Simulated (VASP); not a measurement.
Write the native input for VASP 6.6.1 that does the following.

```
Task                   : single point
Functional             : PBE
Dispersion             : D3(BJ)
Potentials or basis    : VASP PAW PBE potentials, release 64 (C, O, H)
Cutoff                 : 520 eV
k mesh                 : 1 × 1 × 1
Occupations            : fermi-dirac, width 0.02 eV
Spin                   : no spin polarisation
Dipole correction      : no
Further INCAR settings : LREAL = Auto; ALGO = Normal; EDIFF = 1e-07; NBANDS = 64
```

The structure of H4C2O3 lies in POSCAR:

```
H4C2O3
1.0
    7.5995610000      0.0000000000      0.0000000000
    0.0000000000      7.5995610000      0.0000000000
    0.0000000000      0.0000000000      7.5995610000
C O H
6 9 12
Direct
    0.7380821076      0.8256003209     -0.0444236187
    0.1068614358      0.6170224833      0.5472947714
    0.4462231437      0.2069198471      0.3971413612
    0.1787734844      1.0091898729      0.8591154147
    0.7178309379      0.5184510000      0.5881918706
    0.9140133226      0.1176646914      0.3159919369
    0.6901977627      0.8760506034     -0.1786682152
    0.7733867785      0.7750579277      0.0975977428
    0.1363105053      0.4620135295      0.5697434365
    0.0926106126      0.7668074511      0.5203853223
    0.4384726960      0.2308949162      0.5507160216
    0.4703955926      0.2076304144      0.2496459993
    0.2167230449      0.8432723943      0.9302774200
    0.7701892254      0.6067060979      0.4494206968
    1.0893392395      0.0390812048      0.3204395622
    0.1511008333      1.0952606341      0.9732799039
    0.1632331131      0.8354824706      1.0435208034
    0.2878324156      1.0372836010      0.7690181051
    0.0575164802      1.0238486144      0.7801634858
    0.7835189427      0.3876671297      0.6015479052
    0.6865133394      0.6238123492      0.3602839690
    0.7558594503      0.5586638491      0.7138570241
    0.5791123987      0.4898440844      0.6193910411
    0.8020726460      0.0289358820      0.3710477487
    1.1328680696      0.0884919537      0.4237481612
    0.9192241499      0.2414481573      0.3887066635
    0.8924726047      0.1350604331      0.1902741487
```

The cell was built by a generator and needn't be a form met in nature.

These files were run (other wordings do the same):

INCAR

```
PREC     = Accurate       # precision mode
ENCUT    = 520            # plane-wave cutoff, eV
EDIFF    = 1E-7           # SCF threshold, eV
ISMEAR   = -1             # smearing method
SIGMA    = 0.02           # smearing width, eV
LREAL    = Auto         
LASPH    = True           # aspherical terms in the spheres
NELM     = 100            # most SCF steps
ALGO     = Normal         # electronic algorithm
ISIF     = 2              # what is computed and relaxed
LWAVE    = False          # write WAVECAR
LCHARG   = False          # write CHGCAR
GGA      = PE             # functional
IVDW     = 12             # dispersion correction
NBANDS   = 64             # bands
```

KPOINTS

```
Automatic mesh
0
Gamma
  1 1 1
```

Potentials or basis: VASP PAW PBE potentials, release 64 (C, O, H).

Launch:

```console
$ cat potpaw_PBE.64/C/POTCAR potpaw_PBE.64/O/POTCAR potpaw_PBE.64/H/POTCAR > POTCAR
$ mpirun -np 1 vasp_gam > vasp.out
```

It gave:

```json
{
 "Pressure": "3.1 GPa",
 "Largest force": "5.537 eV/Å",
 "Band gap on the k mesh": "3.96 eV, direct",
 "Dispersion energy per atom": "-0.035 eV"
}
```

Caveat: the standard files for N, O and F lose accuracy on very short bonds.

Run time: 62 s on 1 thread of AMD EPYC 7R43 64-Core Processor (Zen 3) (shared host), peak memory 0.4 GiB.
